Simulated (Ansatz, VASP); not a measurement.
# Pd: VASP beside Ansatz

```
Pd
1.0
     0.00000    2.04215    2.04215
     2.04215    0.00000    2.04215
     2.04215    2.04215    0.00000
Pd
1
Direct
  0.00000 0.00000 0.00000
```

Change from the starting cell: strain +0.050 along x and y, +0.050 along z, atoms carried along.

Alike in both runs: task single point; functional PBE; k mesh 20 × 20 × 20; occupations gaussian, width 0.15 eV; no spin polarisation.

|  | VASP | Ansatz |
| --- | --- | --- |
| version | VASP 6.6.1 | Ansatz 0.2.0 |
| potentials or method | VASP PAW PBE potentials, release 64 (Pd) | scalar-relativistic, plane waves, PAW |
| plane-wave cutoff (eV) | 520 | 420 |
| valence electrons in the cell | 10 | 18 |

```csv
,VASP,Ansatz,Ansatz less VASP
gap on the k mesh at the Fermi level (eV),none,none,-
pressure (GPa),-13.3,-13.1,+0.18
```

A gap of «none» marks a metal or a gap that the smearing closes. The functional is the same, so the differences come from potentials, cutoffs and numerics. The two sets of potentials don't hold the same shells in valence.
